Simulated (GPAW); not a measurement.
# ZnS (Wurtzite-2H) (P6_3mc) in GPAW: notebook

Aim: see how the results for ZnS (Wurtzite-2H) move with the level of theory and the settings. Levels: SCAN, RPBE, PBE. Tasks: band structure, eps q, second-harmonic response, RPA correlation energy.

Program: GPAW 26.7.0. These are calculated values, not measurements. Logs are shortened: lines on timing, memory, paths and dates and some standing lists are left out, and cuts for length are marked. The log counts tension as positive stress, the text compression.

**Measured values to compare with.**

From a printed reference work, monograph, for a bulk crystal of ZnS at 4 K: band gap 3.911 eV (direct).

The runs below are set against these values where they give the same quantity.

### Step 1. Starting point

The structure is hexagonal, space group P6_3mc (No. 186). The conventional cell has a = 3.811 Å, b = 3.811 Å, c = 6.234 Å, α = 90.00°, β = 90.00°, γ = 120.00°. Zn (site symmetry 3m) is surrounded by 4 S at 2.31 to 2.40 Å. S (site symmetry 3m) has 4 Zn at 2.31 to 2.40 Å as nearest neighbours.

### Step 2. Band structure, SCAN

The input, run.py:

```python
from ase.dft.bandgap import bandgap
from ase.io import read, write
from ase.units import GPa
from gpaw import GPAW, PW

atoms = read('POSCAR')

calc = GPAW(mode=PW(600),
            xc='MGGA_X_SCAN+MGGA_C_SCAN',
            kpts={'size': (6, 6, 3), 'gamma': True},
            occupations={'name': 'fermi-dirac', 'width': 0.05},
            nbands=31,
            convergence={'density': 1e-05, 'energy': 1e-05},
            maxiter=150,
            txt='gpaw.txt')
atoms.calc = calc
energy = atoms.get_potential_energy()
forces = atoms.get_forces()
stress = atoms.get_stress()
calc.write('gs.gpw')
write('result.traj', atoms)
print(f'Energy: {energy:.6f} eV')
print('Forces (eV/A):')
print(forces.round(4))
print('Stress (GPa):', (stress / GPa).round(3))
print('Fermi level:', round(calc.get_fermi_level(), 4), 'eV')
print(f'Gap: {bandgap(calc)[0]:.4f} eV, direct: {bandgap(calc, direct=True)[0]:.4f} eV')

path = atoms.cell.bandpath('GMKGALHA,LM,KH', npoints=60, eps=1e-4)
bs_calc = calc.fixed_density(kpts=path, symmetry='off', nbands=48,
                             convergence={'bands': 'CBM+6.0', 'eigenstates': 1e-6}, txt='bands.txt')
bs = bs_calc.band_structure()
bs.write('bs.json')
print(f'Gap on the path: {bandgap(bs_calc)[0]:.4f} eV')
```

The input, POSCAR:

```
ZnS
1.0
    3.8110000000      0.0000000000      0.0000000000
   -1.9055000000      3.3004228138      0.0000000000
    0.0000000000      0.0000000000      6.2340000000
Zn S
2 2
Direct
    0.6666666667      0.3333333333      0.5000000000
    0.3333333333      0.6666666667      0.0000000000
    0.6666666667      0.3333333333      0.8850000000
    0.3333333333      0.6666666667      0.3850000000
```

Potentials or basis: GPAW PAW data sets (gpaw-data 1.2.1), pw.

Launch:

```console
$ OMP_NUM_THREADS=1 python run.py
```

gpaw.txt:

```text
__  _  _
 | _ |_)|_||  |
 |__||  | ||/\| - 26.7.0

Input parameters:
  mode=PW(ecut=600.0),
  convergence={'density': 1e-05, 'energy': 1e-05},
  kpts=MonkhorstPack(size=(6, 6, 3), gamma=True),
  maxiter=150,
  nbands=31,
  occupations=Occupations(name='fermi-dirac', width=0.05),
  xc=XC(name='MGGA_X_SCAN+MGGA_C_SCAN')

Diagonalizing LCAO Hamiltonian
Converting LCAO to pw mode

            S

            Zn
        S

        Zn

Atoms  # Å, Bohr magnetons
|   | symbol |         x |        y |        z |    initial magnetic moments |
|---|--------|-----------|----------|----------|-----------------------------|
| 0 |     Zn |  1.905500 | 1.100141 | 3.117000 | ( 0.0000,  0.0000,  0.0000) |
| 1 |     Zn | -0.000000 | 2.200282 | 0.000000 | ( 0.0000,  0.0000,  0.0000) |
| 2 |      S |  1.905500 | 1.100141 | 5.517090 | ( 0.0000,  0.0000,  0.0000) |
| 3 |      S | -0.000000 | 2.200282 | 2.400090 | ( 0.0000,  0.0000,  0.0000) |

Unit cell  # Å
| periodic |         x |        y |        z |  lengths |     angles |
|----------|-----------|----------|----------|----------|------------|
|      yes |  3.811000 | 0.000000 | 0.000000 | 3.811000 |  90.000000 |
|      yes | -1.905500 | 3.300423 | 0.000000 | 3.811000 |  90.000000 |
|      yes |  0.000000 | 0.000000 | 6.234000 | 6.234000 | 120.000000 |

Number of symmetries: 6
Symmetry operations  # r_c * U_cc + t_c -> r_c
|   | kind |            matrix            |
|---|------|------------------------------|
| 0 |  σ   |  1, 1, 0,  0,-1, 0,  0, 0, 1 |
| 1 |  E   |  1, 0, 0,  0, 1, 0,  0, 0, 1 |
| 2 |  C3  |  0, 1, 0, -1,-1, 0,  0, 0, 1 |
| 3 |  σ   |  0,-1, 0, -1, 0, 0,  0, 0, 1 |
| 4 |  σ   | -1, 0, 0,  1, 1, 0,  0, 0, 1 |
| 5 |  C3  | -1,-1, 0,  1, 0, 0,  0, 0, 1 |

BZ-sampling:
  Number of BZ points: 108
  Number of IBZ points: 17

  Monkhorst-Pack size: [6, 6, 3]
  Monkhorst-Pack shift: [0.08333333333333333, 0.08333333333333333, 0.0]

K-points  # in reciprocal-cell coordinates
|     |                                coordinates |     weight |
|-----|--------------------------------------------|------------|
|   0 | (  0.00000000,   0.00000000,   0.00000000) | 0.00925926 |
|   1 | (  0.00000000,   0.00000000,   0.33333333) | 0.01851852 |
|   2 | (  0.16666667,   0.00000000,  -0.33333333) | 0.05555556 |
|   3 | (  0.16666667,   0.00000000,   0.00000000) | 0.05555556 |
|   4 | (  0.16666667,   0.00000000,   0.33333333) | 0.05555556 |
|   5 | (  0.33333333,  -0.16666667,   0.00000000) | 0.05555556 |
|   6 | (  0.33333333,  -0.16666667,   0.33333333) | 0.11111111 |
|   7 | (  0.33333333,   0.00000000,  -0.33333333) | 0.05555556 |
|   8 | (  0.33333333,   0.00000000,   0.00000000) | 0.05555556 |
|   9 | (  0.33333333,   0.00000000,   0.33333333) | 0.05555556 |
| ... |                                            |            |
|  16 | (  0.50000000,   0.50000000,   0.33333333) | 0.05555556 |

Plane wave coefficients: 2641
Cutoff: 600.0 eV

Spin-components: 1 (collinear spins)
Bands:           31
Projectors:      22
Spin-degeneracy: 2
Datatype:        complex128

Density:
  Valence electrons: 36.0
  Components: 1
  Grid points: [24 24 36]
  Charge: 0.0  # |e|

Potential:
  Grid points: [24 24 36]

species:
  Zn:
    name:    Zinc
    Z:       30.0
    valence: 12
    core:    18
    charge:  0.0  # [|e|]
    compensation charges:
      type: gauss
      rc: 0.37  # [Å]
      lmax: 2
    cutoffs:
      filter: 2.14  # [Å]
      core: 2.28  # [Å]
    projectors
    | kind |    occ | energy [eV] | rcut [Å] |
    |------|--------|-------------|----------|
    |   4s |  2.000 |      -5.977 |    1.286 |
    |   4p |  0.000 |      -1.117 |    1.270 |
    |   3d | 10.000 |     -10.142 |    1.180 |
    |    s |        |      21.234 |    1.286 |
    |    p |        |      26.095 |    1.270 |
    |    d |        |      17.070 |    1.180 |

    Using partial waves for Zn as LCAO basis

  S:
    name:    Sulfur
    Z:       16.0
    valence: 6
    core:    10
    charge:  0.0  # [|e|]
    compensation charges:
      type: gauss
      rc: 0.24  # [Å]
      lmax: 2
    cutoffs:
      filter: 1.77  # [Å]
      core: 1.66  # [Å]
    projectors
    | kind |    occ | energy [eV] | rcut [Å] |
    |------|--------|-------------|----------|
    |   3s |  2.000 |     -17.254 |    0.974 |
    |   3p |  4.000 |      -7.008 |    0.979 |
    |    s |        |       9.957 |    0.974 |
    |    p |        |      20.203 |    0.979 |
    |    d |        |       0.000 |    0.900 |

    Using partial waves for S as LCAO basis

Reference energy: -119437.893101  # eV

eigensolver:
  PPCG
  Converge bands: occupied
  niter=2

density mixing:
  MSR1-Mixer
  Pratt-step length: 0.05
  Maximum mixing coefficient: 0.75
  Old densities: 10
  SVD Regularization: 0.005
  Good broyden scale: 1.0
  Trust region scale: 1.0
  Backstep threshold: 4.0
  History deletion threshold: 6.0
  Fourier metric: weight=20.0, sigma=0.015

occupation numbers:
  Fermi-Dirac:
    width: 0.0500  # eV

poisson solver:
  ecut: 4800.0  # eV

xc functional:
  name: MGGA_X_SCAN+MGGA_C_SCAN with 2 nearest neighbor stencil

convergence criteria:
- Maximum integral of absolute [dens]ity change: 1e-05 electrons / valence electron
- Maximum [total energy] change in last 3 cyles: 1e-05 eV / valence electron
- Maximum integral of absolute [eigenst]ate change: 4e-08 eV^2 / valence electron
maximum number of iterations: 150

SCF iterations
|iter     | |      energy | eigst |  dens |
|---------|-|-------------|-------|-------|
|iter:   1| |  -52.040785 | +0.05 |       |
|iter:   2| |  -47.854676 | -0.74 | -1.24 |
|iter:   3| |  -49.784553 | -0.97 | -1.23 |
|iter:   4| |  -47.827320 | -0.70 | -0.99 |
|iter:   5| |  -47.695895 | -1.73 | -1.66 |
|iter:   6| |  -47.715855 | -2.67 | -1.99 |
|iter:   7| |  -47.715206 | -3.90 | -2.79 |
|iter:   8| |  -47.715221 | -4.90 | -3.33 |
|iter:   9| |  -47.715220c| -6.20 | -3.88 |
|iter:  10| |  -47.715220c| -7.31 | -4.77 |
|iter:  11| |  -47.715220c| -8.83c| -5.28c|

Converged in 11 steps
Energy contributions relative to reference atoms: (reference = -119437.893101)

Energy contributions:
  Kinetic:          40.300711
  Coulomb:         -34.467190
  Zero:             -0.045579
  External:          0.000000
  Xc:              -53.503162
  Entropy:          -0.000000
  Spinorbit:         0.000000
  ----------------------------
  Free energy:     -47.715220
  Extrapolated:    -47.715220

dipole moment: (0.000002, -0.000000, -7.385450)  # |e|*Ang

Fermi level: 5.212
Eigenvalues  # (at kpt = [0.000, 0.000, 0.000])
| band index |      eig [eV] | occ [0-2] |
|------------|---------------|-----------|
|          0 |       -10.262 |     2.000 |
|        ... |               |           |
|         10 |        -2.354 |     2.000 |
|         11 |        -2.206 |     2.000 |
|         12 |        -1.765 |     2.000 |
|         13 |         2.642 |     2.000 |
|         14 |         2.642 |     2.000 |
|         15 |         3.511 |     2.000 |
[... 8 lines left out ...]
|         24 |        11.628 |     0.000 |
|         25 |        13.358 |     0.000 |
|        ... |               |           |
|         30 |        16.630 |     0.000 |

Gap: 2.748 eV
Transition (v -> c):
  (s=0, k=0, n=17, [0.00, 0.00, 0.00]) -> (s=0, k=0, n=18, [0.00, 0.00, 0.00])
No difference between direct/indirect transitions

Forces  # eV/Ang
|       x |        y |        z |
|---------|----------|----------|
| 0.00000 |  0.00000 |  0.31650 |  # Zn   0
| 0.00000 |  0.00000 |  0.31662 |  # Zn   1
| 0.00000 |  0.00000 | -0.31937 |  # S    2
| 0.00000 | -0.00000 | -0.31964 |  # S    3

Stress tensor  # eV/Ang^3
|        x |        y |        z |
|----------|----------|----------|
| 0.000537 | 0.000000 | 0.000000 |
| 0.000000 | 0.000537 | 0.000000 |
| 0.000000 | 0.000000 | 0.012003 |

# Writing to gs.gpw (mode='')
```

Run time: 6.2 min. Hardware: 1 thread of Arm Neoverse V1, shared host; peak memory 0.48 GiB.

Results:

| Quantity | Value |
| --- | --- |
| Free energy | -47.7152 eV |
| Pressure | -0.7 GPa |
| Largest force | 0.320 eV/Å |
| Band gap on the k mesh | 2.75 eV, direct |
| Band gap along the path | 2.75 eV, direct |

Forces in eV/Å, atoms in the order of the input:
```
Zn   0.000  0.000  0.316
Zn   0.000  0.000  0.317
S    0.000  0.000 -0.319
S    0.000  0.000 -0.320
```

Stress tensor (GPa, compression positive):
```
-0.09  0.00  0.00
 0.00 -0.09  0.00
 0.00  0.00 -1.92
```

Levels at the corners of the path, in eV from the valence-band top:
```
point  band 15  band 16  band 17  band 18  band 19  band 20  band 21  band 22
    Γ    -0.88    -0.01    -0.01     0.00     2.75     3.45     6.74     6.74
    M    -3.23    -2.32    -1.59    -1.01     3.96     4.74     5.50     7.57
    K    -3.97    -2.27    -2.26    -2.26     4.74     6.43     6.43     8.25
    Γ    -0.88    -0.01    -0.01     0.00     2.75     3.45     6.74     6.74
    A    -0.46    -0.46    -0.46    -0.46     3.99     3.99     7.18     7.18
    L    -1.71    -1.71    -1.57    -1.57     3.99     3.99     5.55     5.55
    H    -3.19    -3.19    -1.30    -1.30     4.99     4.99     6.81     6.81
    A    -0.46    -0.46    -0.46    -0.46     3.99     3.99     7.18     7.18
    L    -1.71    -1.71    -1.57    -1.57     3.99     3.99     5.55     5.55
    M    -3.23    -2.32    -1.59    -1.01     3.96     4.74     5.50     7.57
    K    -3.97    -2.27    -2.26    -2.26     4.74     6.43     6.43     8.25
    H    -3.19    -3.19    -1.30    -1.30     4.99     4.99     6.81     6.81
```

Caveat: the PAW data sets were made with another functional, which shifts forces and pressure a little.

### Step 3. Eps q, RPBE

The input, run.py:

```python
import numpy as np
from ase.dft.bandgap import bandgap
from ase.io import write
from ase.spacegroup import crystal
from gpaw import GPAW, PW
from gpaw.response.df import DielectricFunction

# Zn 2b
# S 2b
atoms = crystal(['Zn', 'S'],
                basis=[[0.6666666667, 0.3333333333, 0.5],
                       [0.6666666667, 0.3333333333, 0.885]],
                spacegroup=186, setting=1,  # P6_3mc
                cellpar=[3.811, 3.811, 6.234, 90.0, 90.0, 120.0],
                primitive_cell=True)

calc = GPAW(mode=PW(450),
            xc='RPBE',
            kpts={'size': (7, 7, 4), 'gamma': True},
            occupations={'name': 'fermi-dirac', 'width': 0.001},
            nbands=31,
            convergence={'density': 1e-06},
            maxiter=150,
            txt='gpaw.txt')
atoms.calc = calc
energy = atoms.get_potential_energy()
calc.write('gs.gpw')
write('result.traj', atoms)
print(f'Energy: {energy:.6f} eV')
print('Fermi level:', round(calc.get_fermi_level(), 4), 'eV')
print(f'Gap: {bandgap(calc)[0]:.4f} eV, direct: {bandgap(calc, direct=True)[0]:.4f} eV')

dense = calc.fixed_density(kpts={'size': (9, 9, 5), 'gamma': True},
                           nbands=64, convergence={'bands': 58},
                           update_fermi_level=True, txt='dense.txt')
dense.write('dense.gpw', mode='all')

df = DielectricFunction('dense.gpw', frequencies=np.array([0.0]), hilbert=False, eta=0.001,
                        ecut=50, nbands=58, txt='df.txt')
for q_c in [[0.1111111111, 0.1111111111, 0.2], [0.2222222222, 0.2222222222, 0.4], [0.3333333333, 0.3333333333, 0.6], [0.4444444444, 0.4444444444, 0.8], [0.1111111111, 0.1111111111, 0.0], [0.2222222222, 0.2222222222, 0.0], [0.3333333333, 0.3333333333, 0.0], [0.4444444444, 0.4444444444, 0.0], [0.6666666667, 0.6666666667, 0.0], [0.8888888889, 0.8888888889, 0.0]]:
    e0, e = df.get_dielectric_function(xc='ALDA', q_c=q_c, filename=None)
    q = np.linalg.norm(2 * np.pi * np.array(q_c) @ atoms.cell.reciprocal())
    print(q_c, f'|q| = {q:.4f} 1/A: eps {e0[0].real:.4f} without, {e[0].real:.4f} with local fields')
```

Potentials or basis: the program's PAW data sets (release 1.2.1) made for this functional, pw.

Launch:

```console
$ OMP_NUM_THREADS=1 python run.py
```

gpaw.txt:

```text
__  _  _
 | _ |_)|_||  |
 |__||  | ||/\| - 26.7.0

Input parameters:
  mode=PW(ecut=450.00000000000006),
  convergence={'density': 1e-06},
  kpts=MonkhorstPack(size=(7, 7, 4), gamma=True),
  maxiter=150,
  nbands=31,
  occupations=Occupations(name='fermi-dirac', width=0.001),
  xc=XC(name='RPBE')

Diagonalizing LCAO Hamiltonian
Converting LCAO to pw mode

            S

            Zn
        S

        Zn

Atoms  # Å, Bohr magnetons
|   | symbol |         x |        y |        z |    initial magnetic moments |
|---|--------|-----------|----------|----------|-----------------------------|
| 0 |     Zn |  1.905500 | 1.100141 | 3.117000 | ( 0.0000,  0.0000,  0.0000) |
| 1 |     Zn | -0.000000 | 2.200282 | 0.000000 | ( 0.0000,  0.0000,  0.0000) |
| 2 |      S |  1.905500 | 1.100141 | 5.517090 | ( 0.0000,  0.0000,  0.0000) |
| 3 |      S | -0.000000 | 2.200282 | 2.400090 | ( 0.0000,  0.0000,  0.0000) |

Unit cell  # Å
| periodic |         x |        y |        z |  lengths |     angles |
|----------|-----------|----------|----------|----------|------------|
|      yes |  3.811000 | 0.000000 | 0.000000 | 3.811000 |  90.000000 |
|      yes | -1.905500 | 3.300423 | 0.000000 | 3.811000 |  90.000000 |
|      yes |  0.000000 | 0.000000 | 6.234000 | 6.234000 | 120.000000 |

Number of symmetries: 6
Symmetry operations  # r_c * U_cc + t_c -> r_c
|   | kind |            matrix            |
|---|------|------------------------------|
[... 112 lines left out ...]
  Trust region scale: 1.0
  Backstep threshold: 4.0
  History deletion threshold: 6.0
  Fourier metric: weight=20.0, sigma=0.015

occupation numbers:
  Fermi-Dirac:
    width: 0.0010  # eV

poisson solver:
  ecut: 3600.0000000000005  # eV

xc functional:
  name: RPBE with 2 nearest neighbor stencil

convergence criteria:
- Maximum integral of absolute [dens]ity change: 1e-06 electrons / valence electron
- Maximum [total energy] change in last 3 cyles: 0.0005 eV / valence electron
- Maximum integral of absolute [eigenst]ate change: 4e-08 eV^2 / valence electron
maximum number of iterations: 150

SCF iterations
|iter     | |      energy | eigst |  dens |
|---------|-|-------------|-------|-------|
|iter:   1| |  -13.088417 | -0.03 |       |
|iter:   2| |  -12.918632 | -1.68 | -1.17 |
|iter:   3| |  -12.340143 | -1.37 | -1.22 |
|iter:   4| |  -12.349331 | -2.50 | -1.77 |
|iter:   5| |  -12.355295c| -3.48 | -2.20 |
|iter:   6| |  -12.355328c| -4.03 | -2.84 |
|iter:   7| |  -12.355457c| -4.51 | -3.36 |
|iter:   8| |  -12.355483c| -5.76 | -3.77 |
|iter:   9| |  -12.355483c| -7.57c| -4.61 |
|iter:  10| |  -12.355483c| -8.34c| -4.89 |
|iter:  11| |  -12.355483c| -7.66c| -5.41 |
|iter:  12| |  -12.355483c| -8.26c| -6.05c|

Converged in 12 steps
Energy contributions relative to reference atoms: (reference = -119457.016026)

Energy contributions:
  Kinetic:          25.345139
  Coulomb:         -21.065950
  Zero:              0.040869
  External:          0.000000
  Xc:              -16.675542
  Entropy:          -0.000000
  Spinorbit:         0.000000
  ----------------------------
  Free energy:     -12.355483
  Extrapolated:    -12.355483

dipole moment: (0.000001, 0.000000, -7.424569)  # |e|*Ang

Fermi level: 4.839
Eigenvalues  # (at kpt = [0.000, 0.000, 0.000])
| band index |      eig [eV] | occ [0-2] |
|------------|---------------|-----------|
|          0 |        -9.241 |     2.000 |
|        ... |               |           |
|         10 |        -1.830 |     2.000 |
|         11 |        -1.669 |     2.000 |
|         12 |        -1.176 |     2.000 |
|         13 |         3.079 |     2.000 |
|         14 |         3.079 |     2.000 |
|         15 |         3.918 |     2.000 |
[... 8 lines left out ...]
|         24 |        11.569 |     0.000 |
|         25 |        13.427 |     0.000 |
|        ... |               |           |
|         30 |        16.216 |     0.000 |

Gap: 2.415 eV
Transition (v -> c):
  (s=0, k=0, n=17, [0.00, 0.00, 0.00]) -> (s=0, k=0, n=18, [0.00, 0.00, 0.00])
No difference between direct/indirect transitions
# Writing to gs.gpw (mode='')
```

stdout:

```text
Energy: -12.355483 eV
Fermi level: 4.8388 eV
Gap: 2.4153 eV, direct: 2.4153 eV
[0.1111111111, 0.1111111111, 0.2] |q| = 0.4182 1/A: eps 4.8733 without, 4.6292 with local fields
[0.2222222222, 0.2222222222, 0.4] |q| = 0.8363 1/A: eps 3.4166 without, 3.3476 with local fields
[0.3333333333, 0.3333333333, 0.6] |q| = 1.2545 1/A: eps 2.5077 without, 2.5073 with local fields
[0.4444444444, 0.4444444444, 0.8] |q| = 1.6727 1/A: eps 1.9640 without, 1.9825 with local fields
[0.1111111111, 0.1111111111, 0.0] |q| = 0.3664 1/A: eps 5.0260 without, 4.7314 with local fields
[0.2222222222, 0.2222222222, 0.0] |q| = 0.7328 1/A: eps 3.7196 without, 3.6333 with local fields
[0.3333333333, 0.3333333333, 0.0] |q| = 1.0991 1/A: eps 2.8063 without, 2.8119 with local fields
[0.4444444444, 0.4444444444, 0.0] |q| = 1.4655 1/A: eps 2.2073 without, 2.2257 with local fields
[0.6666666667, 0.6666666667, 0.0] |q| = 2.1983 1/A: eps 1.5277 without, 1.5266 with local fields
[0.8888888889, 0.8888888889, 0.0] |q| = 2.9310 1/A: eps 1.2385 without, 1.2377 with local fields
```

df.txt:

```text
FrequencyGridDescriptor(from 0.000 to 0.000 eV, 1 points)
FrequencyGridDescriptor(from 0.000 to 0.000 eV, 1 points)

Calculating chi0 body with:
    Ground state adapter containing:
    Number of spins: 1
    Number of kpoints: 405
    Number of irreducible kpoints: 50
    Number of completely occupied states: 18
    Number of partially occupied states: 18
[... 378 lines left out ...]
      (3,3)   0.00000000  0.00000000  yes
      (4,-4)  0.00000000  0.00000000  yes
      (4,-3)  0.00000043  0.00000002  yes
      (4,-2)  0.00000000  0.00000000  yes
      (4,-1)  0.00000000  0.00000000  yes
      (4,0)   0.00000033  0.00000002  yes
      (4,1)   0.00000000  0.00000000  yes
      (4,2)   0.00000000  0.00000000  yes
      (4,3)   0.00000000  0.00000000  yes
      (4,4)   0.00000000  0.00000000  yes
      In total: 0.9999998903158885 of the surface norm square is covered on average
      In total: 0.9999998903158887 of the surface norm square could be covered on average

Finished calculating f(G)
```

It took 7.6 min on 1 thread of Arm Neoverse V1, shared host; peak memory 0.81 GiB.

What came out:

* Free energy: -12.3555 eV
* Band gap on the k mesh: 2.42 eV, direct

Caveat: an odd mesh through Γ misses points on the zone boundary, where band edges often lie.

(Continued in part 2 of 2.)
